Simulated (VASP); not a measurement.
A run of VASP 6.6.1 is set up as follows.

File INCAR:

```
SYSTEM = SnH
PREC     = Accurate       ! precision mode
ENCUT    = 600            ! plane-wave cutoff, eV
EDIFF    = 1E-7           ! SCF threshold, eV
ISMEAR   = 0              ! smearing method
SIGMA    = 0.1            ! smearing width, eV
LREAL    = .FALSE.        ! projectors in reciprocal space
LASPH    = .TRUE.         ! aspherical terms in the spheres
NELM     = 100            ! most SCF steps
ALGO     = Fast           ! electronic algorithm
ISIF     = 3              ! what is computed and relaxed
LWAVE    = .FALSE.        ! write WAVECAR
LCHARG   = .FALSE.        ! write CHGCAR
GGA      = PS             ! functional
IBRION   = 2              ! ionic algorithm
NSW      = 80             ! ionic steps
EDIFFG   = -0.05          ! ionic threshold
```

Contents of KPOINTS:

```
regular mesh
0
G
  8 8 8
  0 0 0
```

POSCAR

```
SnH
1.0
    0.0000000000      1.9164225558      1.9164225558
    1.9164225558      0.0000000000      1.9164225558
    1.9164225558      1.9164225558      0.0000000000
Sn H
1 1
Direct
    0.0000000000      0.0000000000      0.0000000000
    0.5000000000      0.5000000000      0.5000000000
```

Potentials or basis: VASP PAW PBE potentials, release 64 (Sn_d, H).

Run with:

```console
$ cat potpaw_PBE.64/Sn_d/POTCAR potpaw_PBE.64/H/POTCAR > POTCAR
$ mpirun -np 1 vasp_std > vasp.out
```

(1) Predict the relaxed cell.

(2) Estimate the space group after relaxing (to 0.05 Å).

## Answers

(1) a = 3.462 Å, b = 3.462 Å, c = 3.462 Å, α = 60.00°, β = 60.00°, γ = 60.00°.

(2) Fm-3m (No. 225).
